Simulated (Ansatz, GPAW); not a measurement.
**SrCl2: the functional in 2 programs**

It takes space group Fm-3m (No. 225, cubic). Conventional cell: a = 6.977 Å, b = 6.977 Å, c = 6.977 Å, α = 90.00°, β = 90.00°, γ = 90.00°. Sr (site symmetry m-3m) is surrounded by 8 Cl at 3.02 Å. Around Cl (site symmetry -43m) lie 4 Sr at 3.02 Å.

Kept alike: task band structure; k mesh 7 × 7 × 7; occupations fermi-dirac, width 0.05 eV; no spin polarisation. The mesh is that of the run's cell of 3 atoms. No spin-orbit coupling.

- A: GPAW; the program's PAW data sets (release 1.2.1) made for this functional (LDA); GPAW PAW data sets (gpaw-data 1.2.1) (PBE); PAW data sets generated for this functional (PBEsol), cutoff 600 eV
- B: Ansatz, all-electron LAPW, scalar-relativistic

| functional | A: pressure (GPa) | B: pressure (GPa) |
| --- | --- | --- |
| LDA | -2.78 | -2.84 |
| PBE | 1.05 | 0.99 |
| PBEsol | -0.99 | -1.06 |

Pressure is positive in compression; plane-wave values hold the error of the finite cutoff.

Problem. How large is the effect of the functional, and do the programs agree on it?

Solution. From LDA to PBE the pressure moves by +3.83 in A, +3.83 in B (GPa). Row by row the programs differ by 0.06 to 0.07, and over this span the shifts, as printed, agree within 1 %. Shifts from LDA: PBE +3.83, +3.83; PBEsol +1.79, +1.78; the programs' shifts differ by up to 0.01.
